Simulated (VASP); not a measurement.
# Nd (P6_3/mmc) in VASP: further runs

The runs below take Nd through single point, with PBEsol.

Everything below comes from runs of VASP 6.6.1. Logs are shortened: lines on timing, memory, paths and dates and some standing lists are left out, and cuts for length are marked.

## 1. The structure

It takes space group P6_3/mmc (No. 194, hexagonal). The conventional cell has a = 3.657 Å, b = 3.657 Å, c = 5.902 Å, α = 90.00°, β = 90.00°, γ = 120.00°. Nd (site symmetry -6m2) has 12 Nd at 3.63 to 3.66 Å as nearest neighbours.

This isn't the form of Nd at room conditions, which is double hcp.

## 2. Single point, PBEsol, collinear spin, ferromagnetic start

The input, INCAR:

```
SYSTEM = Nd
  ADDGRID = .FALSE.
  ALGO = Normal
  EDIFF = 1E-6
  ENCUT = 450
  GGA = PS
  ISIF = 2
  ISMEAR = 1
  ISPIN = 2
  LASPH = .TRUE.
  LCHARG = .FALSE.
  LMAXMIX = 6
  LORBIT = 11
  LREAL = .FALSE.
  LWAVE = .FALSE.
  MAGMOM = 3 3
  NBANDS = 25
  NELM = 100
  PREC = Accurate
  SIGMA = 0.2
```

The input, KPOINTS:

```
k-points
0
G
  3 3 2
  0 0 0
```

The input, POSCAR:

```
Nd
1.0
    3.6570000000      0.0000000000      0.0000000000
   -1.8285000000      3.1670549016      0.0000000000
    0.0000000000      0.0000000000      5.9020000000
Nd
2
Direct
    0.6666666667      0.3333333333      0.7500000000
    0.3333333333      0.6666666667      0.2500000000
```

Potentials or basis: VASP PAW PBE potentials, release 64 (Nd).

Started as:

```sh
$ cat potpaw_PBE.64/Nd/POTCAR > POTCAR
$ mpirun -np 1 vasp_std > vasp.out
```

OUTCAR:

```text
SYSTEM = Nd
   EDIFF = 1E-6
   ENCUT = 450
   GGA = PS
   ISIF = 2
   ISMEAR = 1
   ISPIN = 2
   LASPH = .TRUE.
   LORBIT = 11
   LREAL = .FALSE.
   NELM = 100
   PREC = Accurate

 Found      6 irreducible k-points:

 Following reciprocal coordinates:
            Coordinates               Weight
  0.000000  0.000000  0.000000      1.000000
  0.333333  0.000000  0.000000      6.000000
  0.333333  0.333333  0.000000      2.000000
  0.000000  0.000000  0.500000      1.000000
  0.333333  0.000000  0.500000      6.000000
  0.333333  0.333333  0.500000      2.000000
   k-points           NKPTS =      6   k-points in BZ     NKDIM =      6   number of bands    NBANDS=     25
   number of dos      NEDOS =    301   number of ions     NIONS =      2
   total plane-waves  NPLWV =  32928
   dimension x,y,z NGX =    28 NGY =   28 NGZ =   42
   dimension x,y,z NGXF=    56 NGYF=   56 NGZF=   84
   ions per type =               2
   NGX,Y,Z   is equivalent  to a cutoff of  12.73, 12.73, 11.83 a.u.
   NGXF,Y,Z  is equivalent  to a cutoff of  25.46, 25.46, 23.66 a.u.
 SYSTEM =  Nd
   PREC   = accura    normal or accurate (medium, high low for compatibility)
   ISTART =      0    job   : 0-new  1-cont  2-samecut
   ICHARG =      2    charge: 1-file 2-atom 10-const
   ISPIN  =      2    spin polarized calculation?
   LNONCOLLINEAR =      F non collinear calculations
   LSORBIT =      F    spin-orbit coupling
   LASPH  =      T    aspherical Exc in radial PAW
   ENCUT  =  450.0 eV  33.07 Ry    5.75 a.u.   6.33  6.33 10.21*2*pi/ulx,y,z
   NELM   =    100;   NELMIN=  2; NELMDL= -5     # of ELM steps
   EDIFF  = 0.1E-05   stopping-criterion for ELM
   LREAL  =      F    real-space projection
   EDIFFG = 0.1E-04   stopping-criterion for IOM
   NSW    =      0    number of steps for IOM
   IBRION =     -1    ionic relax: 0-MD 1-quasi-New 2-CG
   NFREE  =      0    steps in history (QN), initial steepest desc. (CG)
   ISIF   =      2    stress and relaxation
   ISYM   =      2    0-nonsym 1-usesym 2-fastsym
   POTIM  = 0.5000    time-step for ionic-motion
   TEBEG  =    0.0;   TEEND  =   0.0 temperature during run
   PSTRESS=    0.0 pullay stress
   NELECT =      28.0000    total number of electrons
   NUPDOWN=      -1.0000    fix difference up-down
   EMIN   =  10.00;   EMAX   =-10.00  energy-range for DOS
   EFERMI =   0.00;   METHOD = LEGACY
   ISMEAR =     1;   SIGMA  =   0.20  broadening in eV -4-tet -1-fermi 0-gaus
   EFERMI_NEDOS =   21; number of points for ismear=-14 and -15
   IALGO  =     38    algorithm
   IMIX   =      4    mixing-type and parameters
     AMIX     =   0.40;   BMIX     =  1.00
     AMIX_MAG =   1.60;   BMIX_MAG =  1.00
  volume/ion in A,a.u.               =      34.18       230.65
  Fermi-wavevector in a.u.,A,eV,Ry     =   1.215815  2.297558 20.112224  1.478207
  Thomas-Fermi vector in A             =   2.351190
   LORBIT       =     11    0 simple, 1 ext, 2 COOP (PROOUT), +10 PAW based schemes
   GGA     = PS    functional components
   LHFCALC =     F    Hartree Fock is set to
   AEXX    =    0.0000 exact exchange contribution
   IVDW    =     0    specifies the selected vdW correction
   LEPSILON=     F    determine dielectric tensor
   LRPA    =     F    only Hartree local field effects (RPA)
 spin polarized calculation
 Methfessel and Paxton  Order N= 1 SIGMA  =   0.20
  energy-cutoff  :      450.00
  volume of cell :       68.36
 maximum number of plane-waves:      1520
 NGX is ok and might be reduce to    28
   NGX = 13   NGY = 13   NGZ = 21

 number of electron      28.0000009 magnetization       8.6352539

 Free energy of the ion-electron system (eV)
  ---------------------------------------------------
  ext. energy  EPLUGINS =         0.00000000
  ---------------------------------------------------
  free energy    TOTEN  =       -13.54845997 eV

  energy without entropy =      -13.57839893  energy(sigma->0) =      -13.55843962

 E-fermi :   4.6010     XC(G=0): -10.0037

 val. band max:        4.5800680756   @ k =   0.3333   0.0000   0.0000
 cond. band min:       4.6398287595   @ k =   0.3333   0.0000   0.5000
 fundamental gap:      0.0597606840
 Fermi energy:         4.6009948329

 spin component 1

 k-point     1 :       0.0000    0.0000    0.0000
  band No.  band energies     occupation
      1     -32.7616      1.00000
      2     -32.6108      1.00000
      3     -14.6264      1.00000
      4     -13.5696      1.00000
      5     -13.5696      1.00000
      6     -13.4042      1.00000
[... 17 lines left out ...]
     24       5.0481     -0.00347
     25       6.1715     -0.00000

 k-point     2 :       0.3333    0.0000    0.0000
  band No.  band energies     occupation
      1     -32.6623      1.00000
      2     -32.5745      1.00000
      3     -14.2770      1.00000
      4     -14.2618      1.00000
      5     -14.0754      1.00000
      6     -13.7751      1.00000
[... 17 lines left out ...]
     24       5.0890     -0.00151
     25       5.2678     -0.00001

 k-point     3 :       0.3333    0.3333    0.0000
  band No.  band energies     occupation
      1     -32.5839      1.00000
      2     -32.5839      1.00000
      3     -14.2981      1.00000
      4     -14.1243      1.00000
      5     -14.1243      1.00000
      6     -13.9113      1.00000
[... 17 lines left out ...]
     24       5.0458     -0.00363
     25       5.1914     -0.00012

 k-point     4 :       0.0000    0.0000    0.5000
  band No.  band energies     occupation
      1     -32.6873      1.00000
      2     -32.6873      1.00000
      3     -14.0425      1.00000
      4     -14.0425      1.00000
      5     -13.4877      1.00000
      6     -13.4877      1.00000
[... 17 lines left out ...]
     24       4.7977     -0.02331
     25       5.7974     -0.00000

 k-point     5 :       0.3333    0.0000    0.5000
  band No.  band energies     occupation
      1     -32.6186      1.00000
      2     -32.6186      1.00000
      3     -14.3684      1.00000
      4     -14.3684      1.00000
      5     -13.7119      1.00000
      6     -13.7119      1.00000
[... 17 lines left out ...]
     24       4.9876     -0.00987
     25       5.3864     -0.00000

 k-point     6 :       0.3333    0.3333    0.5000
  band No.  band energies     occupation
      1     -32.5837      1.00000
      2     -32.5837      1.00000
      3     -14.3717      1.00000
      4     -14.3717      1.00000
      5     -14.1102      1.00000
      6     -14.1102      1.00000
[... 17 lines left out ...]
     24       5.1055     -0.00105
     25       5.1081     -0.00099
 Fermi energy:         4.6009948329

 spin component 2

 k-point     1 :       0.0000    0.0000    0.0000
  band No.  band energies     occupation
      1     -31.0769      1.00000
      2     -30.9147      1.00000
      3     -13.2339      1.00000
      4     -12.2065      1.00000
      5     -12.2065      1.00000
      6     -12.0360      1.00000
[... 17 lines left out ...]
     24       7.5755     -0.00000
     25       7.5912     -0.00000

 k-point     2 :       0.3333    0.0000    0.0000
  band No.  band energies     occupation
      1     -30.9684      1.00000
      2     -30.8745      1.00000
      3     -12.9472      1.00000
      4     -12.8660      1.00000
      5     -12.7502      1.00000
      6     -12.4252      1.00000
[... 17 lines left out ...]
     24       7.2944     -0.00000
     25       7.3159     -0.00000

 k-point     3 :       0.3333    0.3333    0.0000
  band No.  band energies     occupation
      1     -30.8837      1.00000
      2     -30.8837      1.00000
      3     -12.9909      1.00000
      4     -12.7946      1.00000
      5     -12.7946      1.00000
      6     -12.5831      1.00000
[... 17 lines left out ...]
     24       7.1184     -0.00000
     25       7.2871     -0.00000

 k-point     4 :       0.0000    0.0000    0.5000
  band No.  band energies     occupation
      1     -30.9969      1.00000
      2     -30.9969      1.00000
      3     -12.6249      1.00000
      4     -12.6249      1.00000
      5     -12.1221      1.00000
      6     -12.1221      1.00000
[... 17 lines left out ...]
     24       7.2545     -0.00000
     25       7.5126     -0.00000

 k-point     5 :       0.3333    0.0000    0.5000
  band No.  band energies     occupation
      1     -30.9217      1.00000
      2     -30.9217      1.00000
      3     -13.0288      1.00000
      4     -13.0288      1.00000
      5     -12.3033      1.00000
      6     -12.3033      1.00000
[... 17 lines left out ...]
     24       7.2537     -0.00000
     25       7.3133     -0.00000

 k-point     6 :       0.3333    0.3333    0.5000
  band No.  band energies     occupation
      1     -30.8835      1.00000
      2     -30.8835      1.00000
      3     -13.0232      1.00000
      4     -13.0232      1.00000
      5     -12.7931      1.00000
      6     -12.7931      1.00000
[... 17 lines left out ...]
     24       7.1244     -0.00000
     25       7.1460     -0.00000

------------------------ aborting loop because EDIFF is reached ----------------------------------------

  FORCE on cell =-STRESS in cart. coord.  units (eV):
  Direction    XX          YY          ZZ          XY          YZ          ZX
  --------------------------------------------------------------------------------------
  -------------------------------------------------------------------------------------
  Total       -1.4201418     -1.4201418     -1.4670037      0.0000000     -0.0000000     -0.0000000
  in kB      -33.2860714    -33.2860714    -34.3844454      0.0000000     -0.0000000     -0.0000000
  external PRESSURE =     -33.6521961 kB  Pullay stress =       0.0000000 kB

 VOLUME and BASIS-vectors are now :
 -----------------------------------------------------------------------------
  energy-cutoff  :      450.00
  volume of cell :       68.36
      direct lattice vectors                 reciprocal lattice vectors
     3.657000000  0.000000000  0.000000000     0.273448182  0.157875381  0.000000000
    -1.828500000  3.167054902  0.000000000     0.000000000  0.315750762  0.000000000
     0.000000000  0.000000000  5.902000000     0.000000000  0.000000000  0.169434090

 POSITION                                       TOTAL-FORCE (eV/Angst)
 -----------------------------------------------------------------------------------
      1.82850      1.05568      4.42650        -0.000000      0.000000      0.000000
     -0.00000      2.11137      1.47550         0.000000     -0.000000      0.000000
 -----------------------------------------------------------------------------------
    total drift:                               -0.000000      0.000000     -0.000000

  FREE ENERGIE OF THE ION-ELECTRON SYSTEM (eV)
  ---------------------------------------------------
  free  energy   TOTEN  =       -13.5484599656 eV

  energy  without entropy=      -13.5783989332  energy(sigma->0) =      -13.55843962

 total charge

# of ion       s       p       d       f       tot
--------------------------------------------------
    1        2.014   5.345   0.557   3.285  11.201
    2        2.014   5.345   0.557   3.285  11.201
--------------------------------------------------
tot          4.029  10.689   1.114   6.570  22.402

 magnetization (x)

# of ion       s       p       d       f       tot
--------------------------------------------------
    1       -0.000  -0.079   0.246   3.265   3.432
    2       -0.000  -0.079   0.246   3.265   3.432
--------------------------------------------------
tot         -0.000  -0.159   0.492   6.530   6.863
```

Run time: 53 s. Hardware: 1 thread of Intel Xeon 6975P-C (Granite Rapids), shared host; peak memory 0.21 GiB.

These settings aren't checked as converged: the numbers below hold their error.

Results:

```
Free energy                                           : -13.5485 eV
Pressure                                              : -3.4 GPa
Band gap on the k mesh                                : none (metal or under the smearing width)
Net moment                                            : 8.64 μB per cell
Site moments                                          : Nd +3.43 μB
Valence electrons inside the program's atomic spheres : Nd 11.20
```

Caveat: the k mesh is coarse (spacing up to 0.66 Å⁻¹), so the values aren't converged; the magnetic or orbital state may not be the lowest; the PAW data sets were made with another functional, which shifts forces and pressure a little; spin-orbit coupling is left out, which moves the levels of the heavy elements.

## 3. Single point, PBEsol, collinear spin, ferromagnetic start

Edit INCAR of step 2 so:

```diff
@@ -4,3 +4,3 @@
   EDIFF = 1E-6
-  ENCUT = 450
+  ENCUT = 350
   GGA = PS
```

The input, KPOINTS:

```
k-points
0
G
  4 4 2
  0 0 0
```

POSCAR is that of step 2.

Potentials or basis: VASP PAW PBE potentials, release 64 (Nd).

Started as:

```sh
$ cat potpaw_PBE.64/Nd/POTCAR > POTCAR
$ mpirun -np 1 vasp_std > vasp.out
```

Wall time 27 s (1 thread of Intel Xeon 6975P-C (Granite Rapids), shared host); peak memory 0.17 GiB.

The run converged, but some of its settings lie outside the range that counts as converged, so its numbers aren't taken as properties of the crystal.

Results:

* Free energy: -13.4495 eV
* Band gap on the k mesh: none (metal or under the smearing width)
* Net moment: 8.15 μB per cell
* Site moments: Nd +3.34 μB
* Valence electrons inside the program's atomic spheres: Nd 11.14

Caveat: the k mesh is coarse (spacing up to 0.53 Å⁻¹), so the values aren't converged; the cutoff is under 1.25 times the usual one of these potentials, so pressure, stress and relaxed cells hold a basis-set (Pulay) error; the magnetic or orbital state may not be the lowest; the PAW data sets were made with another functional, which shifts forces and pressure a little; spin-orbit coupling is left out, which moves the levels of the heavy elements.
